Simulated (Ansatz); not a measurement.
TePt:

```
Pt Te
1.0
     1.98157    1.14406    6.66103
    -1.98157    1.14406    6.66103
     0.00000   -2.28812    6.66103
Pt Te
2 2
Direct
  0.12967 0.12967 0.12967
  0.87033 0.87033 0.87033
  0.40200 0.40200 0.40200
  0.59800 0.59800 0.59800
```

Base run:

- Program: Ansatz 0.2.0
- Functional: PBEsol
- Potentials or basis: Ansatz PAW
- Cutoff: 420 eV
- Density cutoff: 1680 eV
- k mesh: 8 × 8 × 8
- Occupations: fermi-dirac, width 0.05 eV
- Spin: no spin polarisation

Its results: band gap on the k mesh none (metal or under the smearing width); pressure -0.3 GPa; largest force 0.191 eV/Å.

After a change of settings the same cell gave: band gap on the k mesh none (metal or under the smearing width); pressure 12.7 GPa; largest force 0.825 eV/Å. Which change was it?
A. functional from PBEsol to BLYP
B. hubbard terms from none to Pt d U = 3 eV; hubbard projectors from none to ortho-atomic (the default)
C. k mesh from 8 × 8 × 8 to 6 × 6 × 6; spin from no spin polarisation to spin-orbit coupling, no magnetisation; potential files from those of the base run to others of the same set
D. functional from PBEsol to LDA

A.

BLYP binds less tightly than PBEsol, so the same cell stands under more pressure.

Caveats: the PAW data sets come from PBE, with cores solved anew for the run's functional, which leaves a small shift of forces and pressure; the potentials were made for another functional, which shifts forces and pressure (some runs).

Not every run made on this cell is shown here.
